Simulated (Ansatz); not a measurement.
Set up this calculation in Ansatz 0.2.0, as the native input.

```
Task                : relaxation of cell and atoms
Functional          : RPBE
Potentials or basis : all-electron LAPW, relativistic spinors
Basis error allowed : 0.001 eV/atom
k mesh              : 7 × 7 × 4
Occupations         : methfessel-paxton, width 0.2 eV
Spin                : spin-orbit coupling, no magnetisation
```

Crystal: In.

```
In
1.0
     3.33548    0.00000    0.00000
    -1.66774    2.88861    0.00000
     0.00000    0.00000    5.50914
In
2
Direct
  0.66667 0.33333 0.75000
  0.33333 0.66667 0.25000
```

This isn't the form of In at room conditions, which is tetragonal.

These files were run (other wordings do the same):

input.yaml

```yaml
crystal:
  lattice:
    - [3.335484782, 0.0, 0.0]
    - [-1.667742391, 2.8886145552, 0.0]
    - [0.0, 0.0, 5.50914292]
  atoms:
    - { symbol: In, position: [0.6666666667, 0.3333333333, 0.75] }
    - { symbol: In, position: [0.3333333333, 0.6666666667, 0.25] }
kpoints:
  mp_grid: { grid: [7, 7, 4] }
scf:
  occupations: { method: methfessel_paxton, width: 0.2 }
hamiltonian:
  xc: rpbe
  pseudopotentials: { kind: all_electron, lapw: { basis_error: 0.001 } }
magnetization:
  noncollinear: true
  spin_orbit: true
output:
  forces: true
  stress: true
relax:
  f_tol: 0.005
  max_steps: 60
  cell: {}
```

Potentials or basis: all-electron LAPW, relativistic spinors.

The run is started by

```console
$ ansatz run input.yaml --threads 1 --pin off --max-ram 3072MiB --backend cpu --events-out ev --progress --plain --runs-dir out
```

It gave:

```yaml
Relaxed_volume: 28.64 Å³/atom
Relaxed_cell: a = 3.426 Å, b = 3.426 Å, c = 5.634 Å, α = 90.00°, β = 90.00°, γ = 120.00°
Space_group_after_relaxing_to_0.05_Å: P6_3/mmc (No. 194)
Energy_gained_by_relaxing: 17.1 meV/atom
Ionic_steps: 5
Pressure_after_relaxing: 0.0 GPa
```

Caveat: the k mesh is thin for a metal, which can move the energy by tens of meV per atom.

Run time: 5.2 min on 1 thread of Arm Neoverse N1, on a shared host, peak memory 0.53 GiB.
